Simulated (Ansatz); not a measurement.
Ta, hcp: how the functional moves the structure

All rows: Ansatz, plane waves with scalar-relativistic PAW, 420 eV (500 eV for the SCAN forms), relaxed under each functional, no dispersion correction, no zero-point motion. B₀ comes from uniform scaling at fixed shape; a dash is a value not given.

| functional | V (Å³/atom) | cell | B₀ (GPa) | magnetic state | ΔE to bcc (meV/atom) |
| --- | --- | --- | --- | --- | --- |
| PBE | 18.74 | a = 2.899 Å, c = 5.151 Å (c/a = 1.777) | 189 | spin not included | 281 |
| r²SCAN | 18.49 | a = 2.886 Å, c = 5.128 Å (c/a = 1.777) | 198 | spin not included | 305 |
| LDA | 17.67 | a = 2.836 Å, c = 5.076 Å (c/a = 1.790) | 209 | spin not included | 306 |
| revPBE | 18.98 | a = 2.912 Å, c = 5.169 Å (c/a = 1.775) | 184 | spin not included | 275 |
| RPBE | 19.07 | a = 2.917 Å, c = 5.175 Å (c/a = 1.774) | 183 | spin not included | 274 |
| BLYP | 19.36 | a = 2.918 Å, c = 5.252 Å (c/a = 1.800) | 174 | spin not included | 252 |

Task: What does PBEsol give?

Result: V (Å³/atom): 18.12; cell: a = 2.863 Å, c = 5.103 Å (c/a = 1.782); B₀ (GPa): 201; magnetic state: spin not included; ΔE to bcc (meV/atom): 296.
